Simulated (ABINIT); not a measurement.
## Pd: equation of state with PBEsol

Pd:

```xyz
1
Lattice="0.0000 1.9465 1.9465 1.9465 0.0000 1.9465 1.9465 1.9465 0.0000" Properties=species:S:1:pos:R:3 pbc="T T T"
Pd    0.0000    0.0000    0.0000
```

```yaml
Program: ABINIT 10.8.3 (patched build)
Task: equation of state
Functional: PBEsol
Potentials_or_basis: PseudoDojo NC SR PBEsol v0.4.1 standard
Cutoff: 1116 eV
k_mesh: 12 × 12 × 12
Occupations: fermi-dirac, width 0.05 eV
Spin: no spin polarisation
```

```json
{
 "Equilibrium volume": "14.53 Å³/atom",
 "Bulk modulus": "207 GPa",
 "Pressure derivative of the bulk modulus": "5.6"
}
```

Energy against volume, from the lowest point:
```csv
volume (Å³/atom),energy (meV/atom)
13.865,21.46
14.160,6.15
14.455,0.00
14.750,1.86
15.045,10.72
15.340,25.68
15.635,45.97
```

Run time: 2.4 min on 1 thread of Arm Neoverse V2 (shared host), peak memory 0.11 GiB.

Caveat: pressures at fixed basis lie under the slope of the energies.
